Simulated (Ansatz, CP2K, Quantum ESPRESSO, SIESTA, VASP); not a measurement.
## One calculation of La2O3, 5 ways

```
CELL_PARAMETERS angstrom
3.93078 0.00000 0.00000
-1.96539 3.40415 0.00000
0.00000 0.00000 6.11195
ATOMIC_POSITIONS crystal
La 0.33333 0.66667 0.24624
La 0.66667 0.33333 0.75376
O 0.00000 0.00000 0.00000
O 0.33333 0.66667 0.64589
O 0.66667 0.33333 0.35411
```

The cell is a database's computed one, not the measured one.

Alike in all runs: task single point; functional PBEsol; k mesh 8 × 8 × 5; occupations fermi-dirac, width 0.05 eV; no spin polarisation; no spin-orbit coupling. Pressure is positive in compression and, in plane waves, holds the error of the finite cutoff.

| program and potentials | plane-wave cutoff (eV) | notes | pressure (GPa) | largest force (eV/Å) |
| --- | --- | --- | --- | --- |
| Quantum ESPRESSO, GBRV 1.5 PBEsol | 612 | - | -2.70 | 0.077 |
| Ansatz, all-electron LAPW, scalar-relativistic | - | - | -2.99 | 0.092 |
| VASP, PBE PAW files La, O, 520 eV | 520 | potentials made for PBE | -3.19 | 0.101 |
| SIESTA, files PseudoDojo sr-pbesol-0.4.1-standard, DZP (energy shift 0.003 Ry; two zetas on semicore shells) | - | atomic basis | 3.77 | 0.276 |
| CP2K, GTH_POTENTIALS La GTH-PBE-q11; POTENTIAL_UZH O GTH-PBE-q6; TZVP-MOLOPT-SR-GTH, TZVP-MOLOPT-PBE-GTH basis | - | atomic basis; potentials made for PBE | -0.39 | - |

Force on atom 1 (La), eV/Å:

```
                                                                                        program and potentials      x      y       z
                                                                             Quantum ESPRESSO, GBRV 1.5 PBEsol  0.000  0.000   0.077
                                                                Ansatz, all-electron LAPW, scalar-relativistic  0.000  0.000   0.092
                                                                             VASP, PBE PAW files La, O, 520 eV  0.000  0.000   0.101
  SIESTA, files PseudoDojo sr-pbesol-0.4.1-standard, DZP (energy shift 0.003 Ry; two zetas on semicore shells)  0.000  0.000  -0.276
CP2K, GTH_POTENTIALS La GTH-PBE-q11; POTENTIAL_UZH O GTH-PBE-q6; TZVP-MOLOPT-SR-GTH, TZVP-MOLOPT-PBE-GTH basis  0.000  0.000  -0.041
```

The pressure spans -3.19 (VASP, PBE PAW files La, O, 520 eV) to 3.77 GPa (SIESTA, files PseudoDojo sr-pbesol-0.4.1-standard, DZP (energy shift 0.003 Ry; two zetas on semicore shells)), with all-electron results at -2.99. Rows in atomic bases carry the error of their basis and grid, which can be large.

The functional is the same throughout but for its coding, so the spread measures potentials, basis and numerics; runs on potential files found faulty are left out.
